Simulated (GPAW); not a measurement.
# HfC (Fm-3m) in GPAW: convergence with grid spacing (A)

Aim: find how far grid spacing (A) must go before the results for HfC settle, at PBE. This setting moves, with any that are tied to it; all else stays.

Program: GPAW 26.7.0. These are calculated values, not measurements. Logs are shortened: lines on timing, memory, paths and dates and some standing lists are left out, and cuts for length are marked. The log counts tension as positive stress, the text compression.

### 1 The crystal as given

Symmetry: Fm-3m, No. 225, cubic system. The conventional cell has a = 4.650 Å, b = 4.650 Å, c = 4.650 Å, α = 90.00°, β = 90.00°, γ = 90.00°. Hf (site symmetry m-3m) is surrounded by 6 C at 2.33 Å. C (site symmetry m-3m) has 6 Hf at 2.33 Å as nearest neighbours.

### 2 With grid spacing (A) 0.26

run.py

```python
from ase.dft.bandgap import bandgap
from ase.io import read, write
from gpaw import GPAW

atoms = read('HfC.xyz')

calc = GPAW(mode='fd',
            h=0.26,
            xc='PBE',
            kpts={'size': (10, 10, 10), 'gamma': True},
            occupations={'name': 'fermi-dirac', 'width': 0.05},
            nbands=18,
            convergence={'density': 1e-05, 'energy': 1e-05},
            maxiter=100,
            txt='gpaw.txt')
atoms.calc = calc
energy = atoms.get_potential_energy()
forces = atoms.get_forces()
calc.write('gs.gpw')
write('result.traj', atoms)
print(f'Energy: {energy:.6f} eV')
print('Forces (eV/A):')
print(forces.round(4))
print('Fermi level:', round(calc.get_fermi_level(), 4), 'eV')
print(f'Gap: {bandgap(calc)[0]:.4f} eV, direct: {bandgap(calc, direct=True)[0]:.4f} eV')
```

HfC.xyz

```xyz
2
Lattice="0.0000000000 2.3250000000 2.3250000000 2.3250000000 0.0000000000 2.3250000000 2.3250000000 2.3250000000 0.0000000000" Properties=species:S:1:pos:R:3 pbc="T T T"
Hf     2.3250000000      2.3250000000      2.3250000000
C      0.0000000000      0.0000000000      0.0000000000
```

Potentials or basis: GPAW PAW data sets (gpaw-data 1.2.1), fd.

On the command line:

```bash
OMP_NUM_THREADS=1 python run.py
```

gpaw.txt:

```text
__  _  _
 | _ |_)|_||  |
 |__||  | ||/\| - 26.7.0

Input parameters:
  mode=FD(),
  convergence={'density': 1e-05, 'energy': 1e-05},
  h=0.26,
  kpts=MonkhorstPack(size=(10, 10, 10), gamma=True),
  maxiter=100,
  nbands=18,
  occupations=Occupations(name='fermi-dirac', width=0.05),
  xc=XC(name='PBE')

Diagonalizing LCAO Hamiltonian
Converting LCAO to fd mode

               Hf

       C

Atoms  # Å, Bohr magnetons
|   | symbol |        x |        y |        z |    initial magnetic moments |
|---|--------|----------|----------|----------|-----------------------------|
| 0 |     Hf | 2.325000 | 2.325000 | 2.325000 | ( 0.0000,  0.0000,  0.0000) |
| 1 |      C | 0.000000 | 0.000000 | 0.000000 | ( 0.0000,  0.0000,  0.0000) |

Unit cell  # Å
| periodic |        x |        y |        z |  lengths |    angles |
|----------|----------|----------|----------|----------|-----------|
|      yes | 0.000000 | 2.325000 | 2.325000 | 3.288047 | 60.000000 |
|      yes | 2.325000 | 0.000000 | 2.325000 | 3.288047 | 60.000000 |
|      yes | 2.325000 | 2.325000 | 0.000000 | 3.288047 | 60.000000 |

Number of symmetries: 48
[... 51 lines left out ...]

BZ-sampling:
  Number of BZ points: 1000
  Number of IBZ points: 47

  Monkhorst-Pack size: [10, 10, 10]
  Monkhorst-Pack shift: [0.05, 0.05, 0.05]

K-points  # in reciprocal-cell coordinates
|     |                                coordinates |     weight |
|-----|--------------------------------------------|------------|
|   0 | (  0.00000000,   0.00000000,   0.00000000) | 0.00100000 |
|   1 | (  0.10000000,   0.10000000,   0.00000000) | 0.00600000 |
|   2 | (  0.10000000,   0.10000000,   0.10000000) | 0.00800000 |
|   3 | (  0.20000000,   0.10000000,   0.10000000) | 0.01200000 |
|   4 | (  0.20000000,   0.20000000,   0.00000000) | 0.00600000 |
|   5 | (  0.20000000,   0.20000000,   0.10000000) | 0.02400000 |
|   6 | (  0.20000000,   0.20000000,   0.20000000) | 0.00800000 |
|   7 | (  0.30000000,   0.20000000,   0.10000000) | 0.02400000 |
|   8 | (  0.30000000,   0.20000000,   0.20000000) | 0.02400000 |
|   9 | (  0.30000000,   0.30000000,   0.00000000) | 0.00600000 |
| ... |                                            |            |
|  46 | (  0.50000000,   0.50000000,   0.50000000) | 0.00400000 |

Uniform wave function grid shape: (np.int64(12), np.int64(12), np.int64(12))
Spin-components: 1 (collinear spins)
Bands:           18
Projectors:      11
Spin-degeneracy: 2
Datatype:        complex128

Parallelization:
  kpt:    1
  domain: 1
  band:   1

Density:
  Valence electrons: 16.0
  Components: 1
  Grid points: [12 12 12]
  Charge: 0.0  # |e|

Potential:
  Grid points: [12 12 12]

species:
  Hf:
    name:    Hafnium
    Z:       72.0
    valence: 12
    core:    60
    charge:  0.0  # [|e|]
    compensation charges:
      type: gauss
      rc: 0.41  # [Å]
      lmax: 2
    cutoffs:
      filter: 2.36  # [Å]
      core: 4.02  # [Å]
    projectors
    | kind |    occ | energy [eV] | rcut [Å] |
    |------|--------|-------------|----------|
    |   5s |  2.000 |     -66.831 |    1.397 |
    |   6s |  2.000 |      -5.097 |    1.397 |
    |   5p |  6.000 |     -35.599 |    1.307 |
    |   6p |  0.000 |      -1.401 |    1.307 |
    |   5d |  2.000 |      -2.699 |    1.334 |
    |    d |        |      24.513 |    1.334 |

    Using partial waves for Hf as LCAO basis

  C:
    name:    Carbon
    Z:       6.0
    valence: 4
    core:    2
    charge:  0.0  # [|e|]
    compensation charges:
      type: gauss
      rc: 0.20  # [Å]
      lmax: 2
    cutoffs:
      filter: 1.14  # [Å]
      core: 1.14  # [Å]
    projectors
    | kind |    occ | energy [eV] | rcut [Å] |
    |------|--------|-------------|----------|
    |   2s |  2.000 |     -13.751 |    0.635 |
    |   2p |  2.000 |      -5.284 |    0.635 |
    |    s |        |      13.461 |    0.635 |
    |    p |        |      21.927 |    0.635 |
    |    d |        |       0.000 |    0.635 |

    Using partial waves for C as LCAO basis

Reference energy: -410913.743391  # eV

eigensolver:
  PPCG
  Converge bands: occupied
  niter=2

density mixing:
  MSR1-Mixer
  Pratt-step length: 0.05
  Maximum mixing coefficient: 0.75
  Old densities: 10
  SVD Regularization: 0.005
  Good broyden scale: 1.0
  Trust region scale: 1.0
  Backstep threshold: 4.0
  History deletion threshold: 6.0
  Fourier metric: weight=20.0, sigma=0.015

occupation numbers:
  Fermi-Dirac:
    width: 0.0500  # eV

FastPoissonSolver using
    Stencil: 12*3+1=37 point O(h^6) finite-difference Laplacian
    FFT axes: [np.int64(0), np.int64(1), np.int64(2)]
    FST axes: []

xc functional:
  name: PBE with 2 nearest neighbor stencil
interpolation: tri-quintic # 5. degree polynomial

convergence criteria:
- Maximum integral of absolute [dens]ity change: 1e-05 electrons / valence electron
- Maximum [total energy] change in last 3 cyles: 1e-05 eV / valence electron
- Maximum integral of absolute [eigenst]ate change: 4e-08 eV^2 / valence electron
maximum number of iterations: 100

SCF iterations
|iter     | |      energy | eigst |  dens |
|---------|-|-------------|-------|-------|
|iter:   1| |  -20.602382 | -0.02 |       |
|iter:   2| |  -19.972794 | -1.53 | -0.79 |
|iter:   3| |  -18.571309 | -0.82 | -0.86 |
|iter:   4| |  -18.588001 | -2.50 | -1.59 |
|iter:   5| |  -18.599527 | -2.84 | -1.80 |
|iter:   6| |  -18.599498 | -4.49 | -3.07 |
|iter:   7| |  -18.599501c| -5.47 | -3.65 |
|iter:   8| |  -18.599505c| -6.74 | -4.13 |
|iter:   9| |  -18.599505c| -7.61c| -5.25c|

Converged in 9 steps
Energy contributions relative to reference atoms: (reference = -410913.743391)

Energy contributions:
  Kinetic:          21.125469
  Coulomb:         -22.251957
  Zero:              0.116238
  External:          0.000000
  Xc:              -17.587846
  Entropy:          -0.002819
  Spinorbit:         0.000000
  ----------------------------
  Free energy:     -18.600914
  Extrapolated:    -18.599505

dipole moment: (-9.234416, -9.234416, -9.234416)  # |e|*Ang

Fermi level: 11.003
Eigenvalues  # (at kpt = [0.000, 0.000, 0.000])
| band index |      eig [eV] | occ [0-2] |
|------------|---------------|-----------|
|          0 |       -49.976 |     2.000 |
|          1 |       -18.638 |     2.000 |
|          2 |       -18.634 |     2.000 |
|          3 |       -18.634 |     2.000 |
|          4 |        -1.281 |     2.000 |
|          5 |        11.973 |     0.000 |
|          6 |        11.978 |     0.000 |
|          7 |        11.978 |     0.000 |
|          8 |        12.357 |     0.000 |
|          9 |        12.359 |     0.000 |
|         10 |        12.359 |     0.000 |
|         11 |        14.357 |     0.000 |
|         12 |        14.357 |     0.000 |
|        ... |               |           |
|         17 |        37.142 |     0.000 |

No gap
No difference between direct/indirect transitions

Forces  # eV/Ang
|       x |        y |        z |
|---------|----------|----------|
| 0.00000 | -0.00000 | -0.00000 |  # Hf   0
| 0.00000 |  0.00000 | -0.00000 |  # C    1

# Writing to gs.gpw (mode='')
```

It took 28 s on 1 thread of Intel Xeon Platinum 8259CL at 2.50GHz (Skylake/Cascade Lake), shared host; peak memory 0.18 GiB.

Results:

```
Free energy            : -18.6009 eV
Band gap on the k mesh : none (metal or under the smearing width)
```

### 3 With grid spacing (A) 0.23

Edit run.py of step 2 so:

```diff
@@ -7,3 +7,3 @@
 calc = GPAW(mode='fd',
-            h=0.26,
+            h=0.23,
             xc='PBE',
```

HfC.xyz is that of step 2.

Potentials or basis: GPAW PAW data sets (gpaw-data 1.2.1), fd.

On the command line:

```bash
OMP_NUM_THREADS=1 python run.py
```

Run time: 26 s. Hardware: 1 thread of Intel Xeon Platinum 8259CL at 2.50GHz (Skylake/Cascade Lake), shared host; peak memory 0.18 GiB.

What came out:

* Free energy: -18.6009 eV
* Band gap on the k mesh: none (metal or under the smearing width)

### 4 With grid spacing (A) 0.2

Edit run.py of step 3 so:

```diff
@@ -7,3 +7,3 @@
 calc = GPAW(mode='fd',
-            h=0.23,
+            h=0.2,
             xc='PBE',
```

HfC.xyz is that of step 3.

On the command line:

```bash
OMP_NUM_THREADS=1 python run.py
```

Wall time 25 s (1 thread of Intel Xeon Platinum 8259CL at 2.50GHz (Skylake/Cascade Lake), shared host); peak memory 0.18 GiB.

Results (log left out):

```
Free energy            : -18.6009 eV
Band gap on the k mesh : none (metal or under the smearing width)
```

### 5 With grid spacing (A) 0.18

Edit run.py of step 4 so:

```diff
@@ -7,3 +7,3 @@
 calc = GPAW(mode='fd',
-            h=0.2,
+            h=0.18,
             xc='PBE',
```

HfC.xyz is that of step 4.

On the command line:

```bash
OMP_NUM_THREADS=1 python run.py
```

Wall time 55 s (1 thread of Intel Xeon Platinum 8259CL at 2.50GHz (Skylake/Cascade Lake), shared host); peak memory 0.27 GiB.

The run converged. Its results:

```yaml
Free_energy: -18.5886 eV
Band_gap_on_the_k_mesh: none (metal or under the smearing width)
```

### 6 With grid spacing (A) 0.16

Edit run.py of step 5 so:

```diff
@@ -7,3 +7,3 @@
 calc = GPAW(mode='fd',
-            h=0.18,
+            h=0.16,
             xc='PBE',
```

HfC.xyz is that of step 5.

Potentials or basis: GPAW PAW data sets (gpaw-data 1.2.1), fd.

On the command line:

```bash
OMP_NUM_THREADS=1 python run.py
```

Wall time 53 s (1 thread of Intel Xeon Platinum 8259CL at 2.50GHz (Skylake/Cascade Lake), shared host); peak memory 0.26 GiB.

The run converged. Its results:

```
Free energy            : -18.5886 eV
Band gap on the k mesh : none (metal or under the smearing width)
```

### 7 With grid spacing (A) 0.14

Edit run.py of step 6 so:

```diff
@@ -7,3 +7,3 @@
 calc = GPAW(mode='fd',
-            h=0.16,
+            h=0.14,
             xc='PBE',
```

HfC.xyz is that of step 6.

On the command line:

```bash
OMP_NUM_THREADS=1 python run.py
```

It took 1.8 min on 1 thread of Intel Xeon Platinum 8259CL at 2.50GHz (Skylake/Cascade Lake), shared host; peak memory 0.4 GiB.

The run converged. Its results:

| Property | Result |
| --- | --- |
| Free energy | -18.5942 eV |
| Band gap on the k mesh | none (metal or under the smearing width) |

### 8 With grid spacing (A) 0.12

Edit run.py of step 7 so:

```diff
@@ -7,3 +7,3 @@
 calc = GPAW(mode='fd',
-            h=0.14,
+            h=0.12,
             xc='PBE',
```

HfC.xyz is that of step 7.

On the command line:

```bash
OMP_NUM_THREADS=1 python run.py
```

Wall time 2.9 min (1 thread of Intel Xeon Platinum 8259CL at 2.50GHz (Skylake/Cascade Lake), shared host); peak memory 0.61 GiB.

Results (log left out):

- Free energy: -18.5958 eV
- Band gap on the k mesh: none (metal or under the smearing width)

### 9 Summary

| grid spacing (A) | energy less the tightest run, at zero smearing (meV/atom) | SCF cycles | CPU time (s) | peak memory (GiB) |
| --- | --- | --- | --- | --- |
| 0.26 | -2.55 | 9 | 28 | 0.18 |
| 0.23 | -2.55 | 9 | 26 | 0.18 |
| 0.2 | -2.55 | 9 | 25 | 0.18 |
| 0.18 | 3.60 | 9 | 55 | 0.27 |
| 0.16 | 3.60 | 9 | 53 | 0.26 |
| 0.14 | 0.80 | 9 | 110 | 0.4 |
| 0.12 | 0.00 | 9 | 180 | 0.61 |

Against the tightest run, the energy stays within 1 meV/atom from 0.14 on. The tightest run that finished is the yardstick and may itself not be fully converged.

Caveats: the real-space grid adds noise to forces.
